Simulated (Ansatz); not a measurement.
EuO:

```
Eu O
1.0
     0.00000    2.57195    2.57195
     2.57195    0.00000    2.57195
     2.57195    2.57195    0.00000
Eu O
1 1
Direct
  0.00000 0.00000 0.00000
  0.50000 0.50000 0.50000
```

- Program: Ansatz 0.2.0
- Task: relaxation of cell and atoms
- Functional: BLYP
- Dispersion: D4
- Potentials or basis: Ansatz PAW
- Cutoff: 420 eV (not typed: the program's choice for these potentials)
- k mesh: 9 × 9 × 9
- Occupations: fermi-dirac, width 0.05 eV
- Spin: collinear spin, ferromagnetic start
- Starting moments: [7.0, 0.0] μB

At the start: volume 17.01 Å³/atom.

**Question.** Where does the relaxation end?

**Answer.** It ends after 7 steps and the volume is 16.19 Å³/atom (-4.9 %); space group Fm-3m (No. 225, to 0.05 Å); moment 6.92 μB per cell.

The path:
```csv
step,energy change (eV),largest force (eV/Å),volume (Å³)
1,0.0000,0.0000,34.03
2,-0.0123,0.0000,31.03
3,-0.0271,0.0000,32.54
4,-0.0275,0.0000,32.44
5,-0.0232,0.0000,32.44
6,-0.0235,0.0000,32.37
7,-0.0232,0.0000,32.37
```

Final structure:
```cif
data_structure
_symmetry_space_group_name_H-M 'P 1'
_symmetry_Int_Tables_number 1
_cell_length_a 3.5773
_cell_length_b 3.5773
_cell_length_c 3.5773
_cell_angle_alpha 60.000
_cell_angle_beta 60.000
_cell_angle_gamma 60.000
_cell_volume 32.37
loop_
_atom_site_label
_atom_site_type_symbol
_atom_site_fract_x
_atom_site_fract_y
_atom_site_fract_z
_atom_site_occupancy
Eu1 Eu 0.00000 0.00000 0.00000 1
O1 O 0.50000 0.50000 0.50000 1
```

Caveat: the plane-wave basis is chosen anew once the cell has moved, so the energies of steps on either side of that aren't comparable; the pressure holds a Pulay correction of +0.6 GPa for the finite cutoff; a cell with one magnetic atom can't hold antiferromagnetic order, which such compounds often take; without U or exact exchange the open f shell lies at the Fermi level, which spoils levels, moments and volumes; pairwise dispersion overbinds metals, which lowers pressure and volume; the PAW data sets come from PBE, with cores solved anew for the run's functional, which leaves a small shift of forces and pressure.
